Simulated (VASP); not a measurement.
# Zr (Im-3m) in VASP: further runs

One crystal, Zr, is run at these levels: PBEsol+D3(BJ), PBEsol+D4, PBEsol+rVV10; tasks: relaxation of cell and atoms.

Everything below comes from runs of VASP 6.6.1. Logs are shortened: lines on timing, memory, paths and dates and some standing lists are left out, and cuts for length are marked.

### Step 1. Starting point

It takes space group Im-3m (No. 229, cubic). The conventional cell has a = 3.620 Å, b = 3.620 Å, c = 3.620 Å, α = 90.00°, β = 90.00°, γ = 90.00°. Zr (site symmetry m-3m) has 8 Zr at 3.14 Å as nearest neighbours.

This isn't the form of Zr at room conditions, which is hcp.

### Step 2. Relaxation of cell and atoms, PBEsol+D3(BJ)

Contents of INCAR:

```
ALGO = Fast
EDIFF = 1E-6
EDIFFG = -0.005
ENCUT = 600
GGA = PS
IBRION = 2
ISIF = 3
ISMEAR = -1
IVDW = 12
LASPH = T
LCHARG = F
LREAL = F
LWAVE = F
NELM = 100
NSW = 60
PREC = Accurate
SIGMA = 0.05
```

Contents of KPOINTS:

```
k-points
0
Gamma
  10 10 10
```

Contents of POSCAR:

```
Zr
1.0
   -1.8100000000      1.8100000000      1.8100000000
    1.8100000000     -1.8100000000      1.8100000000
    1.8100000000      1.8100000000     -1.8100000000
Zr
1
Direct
    0.0000000000      0.0000000000      0.0000000000
```

Potentials or basis: VASP PAW PBE potentials, release 64 (Zr_sv).

Command:

```sh
$ cat potpaw_PBE.64/Zr_sv/POTCAR > POTCAR
$ mpirun -np 1 vasp_std > vasp.out
```

OUTCAR:

```text
EDIFF = 1E-6
   EDIFFG = -0.005
   ENCUT = 600
   GGA = PS
   IBRION = 2
   ISIF = 3
   ISMEAR = -1
   IVDW = 12
   LASPH = T
   LREAL = F
   NELM = 100
   NSW = 60
   PREC = Accurate
 IVDW          = 12

 ion  position               nearest neighbor table
   1  0.000  0.000  0.000-

  LATTYP: Found a body centered cubic cell.
 ALAT       =     3.6200000000

  Lattice vectors:

 A1 = (  -1.8100000000,   1.8100000000,   1.8100000000)
 A2 = (   1.8100000000,  -1.8100000000,   1.8100000000)
 A3 = (   1.8100000000,   1.8100000000,  -1.8100000000)

Analysis of symmetry for initial positions (statically):
=====================================================================
 Subroutine PRICEL returns:
 Original cell was already a primitive cell.

 Routine SETGRP: Setting up the symmetry group for a
 body centered cubic supercell.

 Subroutine GETGRP returns: Found 48 space group operations
 (whereof 48 operations were pure point group operations)
 out of a pool of 48 trial point group operations.

The static configuration has the point symmetry O_h .

Analysis of symmetry for dynamics (positions and initial velocities):
=====================================================================
 Subroutine PRICEL returns:
 Original cell was already a primitive cell.

 Routine SETGRP: Setting up the symmetry group for a
 body centered cubic supercell.

 Subroutine GETGRP returns: Found 48 space group operations
 (whereof 48 operations were pure point group operations)
 out of a pool of 48 trial point group operations.

The dynamic configuration has the point symmetry O_h .

 Subroutine INISYM returns: Found 48 space group operations
 (whereof 48 operations are pure point group operations),
 and found     1 'primitive' translations

----------------------------------------------------------------------------------------

                                     Primitive cell

  volume of cell :      23.7190

  direct lattice vectors                    reciprocal lattice vectors
    -1.810000000  1.810000000  1.810000000     0.000000000  0.276243094  0.276243094
     1.810000000 -1.810000000  1.810000000     0.276243094  0.000000000  0.276243094
     1.810000000  1.810000000 -1.810000000     0.276243094  0.276243094  0.000000000

  length of vectors
     3.135011962  3.135011962  3.135011962     0.390666730  0.390666730  0.390666730

  position of ions in fractional coordinates (direct lattice)
     0.000000000  0.000000000  0.000000000

  ion indices of the primitive-cell ions
   primitive index   ion index
                 1           1

----------------------------------------------------------------------------------------

 KPOINTS: k-points

Automatic generation of k-mesh.
 Grid dimensions read from file:
 generate k-points for:   10   10   10

 Generating k-lattice:

  Cartesian coordinates                     Fractional coordinates (reciprocal lattice)
     0.000000000  0.027624309  0.027624309     0.100000000  0.000000000  0.000000000
     0.027624309  0.000000000  0.027624309     0.000000000  0.100000000  0.000000000
     0.027624309  0.027624309  0.000000000     0.000000000  0.000000000  0.100000000

  Length of vectors
     0.039066673  0.039066673  0.039066673

  Shift w.r.t. Gamma in fractional coordinates (k-lattice)
     0.000000000  0.000000000  0.000000000

 Subroutine IBZKPT returns following result:
 ===========================================

 Found     47 irreducible k-points:

 Following reciprocal coordinates:
            Coordinates               Weight
  0.000000  0.000000  0.000000      1.000000
  0.100000  0.000000  0.000000     12.000000
  0.200000  0.000000  0.000000     12.000000
  0.300000  0.000000  0.000000     12.000000
  0.400000  0.000000  0.000000     12.000000
  0.500000  0.000000  0.000000      6.000000
[... 16 lines left out ...]
  0.300000  0.300000  0.100000      8.000000
 -0.300000  0.300000  0.100000     24.000000
 [... further k-points ...]
   k-points           NKPTS =     47   k-points in BZ     NKDIM =     47   number of bands    NBANDS=     10
   number of dos      NEDOS =    301   number of ions     NIONS =      1
   total plane-waves  NPLWV =  21952
   dimension x,y,z NGX =    28 NGY =   28 NGZ =   28
   dimension x,y,z NGXF=    56 NGYF=   56 NGZF=   56
   ions per type =               1
   NGX,Y,Z   is equivalent  to a cutoff of  14.85, 14.85, 14.85 a.u.
   NGXF,Y,Z  is equivalent  to a cutoff of  29.70, 29.70, 29.70 a.u.
 SYSTEM =  unknown system
   PREC   = accura    normal or accurate (medium, high low for compatibility)
   ISTART =      0    job   : 0-new  1-cont  2-samecut
   ICHARG =      2    charge: 1-file 2-atom 10-const
   ISPIN  =      1    spin polarized calculation?
   LNONCOLLINEAR =      F non collinear calculations
   LSORBIT =      F    spin-orbit coupling
   LASPH  =      T    aspherical Exc in radial PAW
   ENCUT  =  600.0 eV  44.10 Ry    6.64 a.u.   6.26  6.26  6.26*2*pi/ulx,y,z
   NELM   =    100;   NELMIN=  2; NELMDL= -5     # of ELM steps
   EDIFF  = 0.1E-05   stopping-criterion for ELM
   LREAL  =      F    real-space projection
   EDIFFG = -.5E-02   stopping-criterion for IOM
   NSW    =     60    number of steps for IOM
   IBRION =      2    ionic relax: 0-MD 1-quasi-New 2-CG
   NFREE  =      1    steps in history (QN), initial steepest desc. (CG)
   ISIF   =      3    stress and relaxation
   ISYM   =      2    0-nonsym 1-usesym 2-fastsym
   POTIM  = 0.5000    time-step for ionic-motion
   TEBEG  =    0.0;   TEEND  =   0.0 temperature during run
   PSTRESS=    0.0 pullay stress
   NELECT =      12.0000    total number of electrons
   NUPDOWN=      -1.0000    fix difference up-down
   EMIN   =  10.00;   EMAX   =-10.00  energy-range for DOS
   EFERMI =   0.00;   METHOD = LEGACY
   ISMEAR =    -1;   SIGMA  =   0.05  broadening in eV -4-tet -1-fermi 0-gaus
   EFERMI_NEDOS =   21; number of points for ismear=-14 and -15
   IALGO  =     68    algorithm
   IMIX   =      4    mixing-type and parameters
     AMIX     =   0.40;   BMIX     =  1.00
     AMIX_MAG =   1.60;   BMIX_MAG =  1.00
  volume/ion in A,a.u.               =      23.72       160.06
  Fermi-wavevector in a.u.,A,eV,Ry     =   1.304478  2.465105 23.152520  1.701662
  Thomas-Fermi vector in A             =   2.435411
   LORBIT       =      0    0 simple, 1 ext, 2 COOP (PROOUT), +10 PAW based schemes
   GGA     = PS    functional components
   LHFCALC =     F    Hartree Fock is set to
   AEXX    =    0.0000 exact exchange contribution
   IVDW    =    12    specifies the selected vdW correction
   LEPSILON=     F    determine dielectric tensor
   LRPA    =     F    only Hartree local field effects (RPA)
 conjugate gradient relaxation of ions
 non-spin polarized calculation
 RMM-DIIS sequential band-by-band and
  energy-cutoff  :      600.00
  volume of cell :       23.72
 maximum number of plane-waves:       802
 NGX is ok and might be reduce to    28
   NGX = 13   NGY = 13   NGZ = 13

--------------------------------------- Ionic step        1  -------------------------------------------

 number of electron      12.0000000 magnetization

 Free energy of the ion-electron system (eV)
  ---------------------------------------------------
  ext. energy  EPLUGINS =         0.00000000
  ---------------------------------------------------
  free energy    TOTEN  =        -8.98339695 eV

  energy without entropy =       -8.96721652  energy(sigma->0) =       -8.97530674

------------------------ aborting loop because EDIFF is reached ----------------------------------------

 Edisp (eV)   -0.56511

 E8    (eV) :    -0.4162
[... 30 lines left out ...]
--------------------------------------- Ionic step        2  -------------------------------------------

 number of electron      12.0000000 magnetization

 E-fermi :  11.1942     XC(G=0): -12.2563

 val. band max:       11.1783029749   @ k =  -0.3000   0.3000   0.1000
 cond. band min:      11.2382025772   @ k =   0.2000   0.2000   0.0000
 fundamental gap:      0.0598996023
 Fermi energy:        11.1941915819

 k-point     1 :       0.0000    0.0000    0.0000
  band No.  band energies     occupation
      1     -36.8223      2.00000
      2     -13.8823      2.00000
      3     -13.8823      2.00000
      4     -13.8823      2.00000
      5       5.6437      2.00000
      6      12.4360      0.00000
      7      12.4360      0.00000
      8      12.4360      0.00000
      9      15.5713      0.00000
     10      15.5713      0.00000
[... 287 lines left out ...]
 k-point    24 :      -0.3000    0.3000    0.1000
  band No.  band energies     occupation
      1     -36.5555      2.00000
      2     -15.1519      2.00000
      3     -14.3385      2.00000
      4     -14.0411      2.00000
      5       8.3273      2.00000
      6      11.1783      1.15756
      7      11.4544      0.01093
      8      14.1946      0.00000
      9      15.8791      0.00000
     10      16.7543      0.00000

 [... further k-points ...]

------------------------ aborting loop because EDIFF is reached ----------------------------------------

 Edisp (eV)   -0.72111

 E8    (eV) :    -0.5309
[... 147 lines left out ...]
--------------------------------------- Ionic step        6  -------------------------------------------

 number of electron      12.0000000 magnetization

 Free energy of the ion-electron system (eV)
  ---------------------------------------------------
  ext. energy  EPLUGINS =         0.00000000
  ---------------------------------------------------
  free energy    TOTEN  =        -9.01349644 eV

  energy without entropy =       -9.00106725  energy(sigma->0) =       -9.00728185

 E-fermi :   9.9314     XC(G=0): -11.7456

 val. band max:        9.9283419245   @ k =   0.3000   0.3000   0.0000
 cond. band min:       9.9957823492   @ k =  -0.3000   0.3000   0.1000
 fundamental gap:      0.0674404247
 Fermi energy:         9.9313590435

 k-point     1 :       0.0000    0.0000    0.0000
  band No.  band energies     occupation
      1     -38.2409      2.00000
      2     -15.5680      2.00000
      3     -15.5680      2.00000
      4     -15.5680      2.00000
      5       4.3906      2.00000
      6      11.1043      0.00000
      7      11.1043      0.00000
      8      11.1043      0.00000
      9      13.9222      0.00000
     10      13.9222      0.00000
[... 287 lines left out ...]
 k-point    24 :      -0.3000    0.3000    0.1000
  band No.  band energies     occupation
      1     -38.0622      2.00000
      2     -16.4960      2.00000
      3     -15.9068      2.00000
      4     -15.6820      2.00000
      5       7.0087      2.00000
      6       9.9958      0.43223
      7      10.1143      0.05025
      8      12.6650      0.00000
      9      14.1339      0.00000
     10      14.8819      0.00000

 [... further k-points ...]

------------------------ aborting loop because EDIFF is reached ----------------------------------------

 Edisp (eV)   -0.64894

 E8    (eV) :    -0.4779
[... 24 lines left out ...]
  FREE ENERGIE OF THE ION-ELECTRON SYSTEM (eV)
  ---------------------------------------------------
  free  energy   TOTEN  =        -9.6624369873 eV

  energy  without entropy=       -9.6500078003  energy(sigma->0) =       -9.65622239

 reached required accuracy - stopping structural energy minimisation
```

Run time: 2.6 min. Hardware: 1 thread of Intel Xeon Platinum 8175M at 2.50GHz (Skylake/Cascade Lake), shared host; peak memory 0.17 GiB.

Results:

| Property | Result |
| --- | --- |
| Free energy | -9.6624 eV |
| Relaxed volume | 20.70 Å³/atom |
| Relaxed cell | a = 2.996 Å, b = 2.996 Å, c = 2.996 Å, α = 109.47°, β = 109.47°, γ = 109.47° |
| Space group after relaxing (to 0.05 Å) | Im-3m (No. 229) |
| Energy gained by relaxing | 113.9 meV/atom |
| Ionic steps | 6 |
| Pressure after relaxing | 0.0 GPa |
| Band gap on the k mesh | none (metal or under the smearing width) |
| Dispersion energy per atom | -0.649 eV |

Step by step:
```tsv
step	energy change (eV)	largest force (eV/Å)	pressure (GPa)	volume (Å³)
1	0.0000	0.0000	-10.81	23.72
2	-0.0401	0.0000	12.53	18.64
3	-0.1139	0.0000	-0.08	20.71
4	-0.1139	0.0000	0.19	20.65
5	-0.1139	0.0000	-0.13	20.72
6	-0.1139	0.0000	0.00	20.70
```

Final structure:
```
CELL_PARAMETERS angstrom
-1.72959 1.72959 1.72959
1.72959 -1.72959 1.72959
1.72959 1.72959 -1.72959
ATOMIC_POSITIONS crystal
Zr 0.00000 0.00000 0.00000
```

Caveat: the PAW data sets were made with another functional, which shifts forces and pressure a little; pairwise dispersion overbinds metals, which lowers pressure and volume.

[end of part 1 of 2]
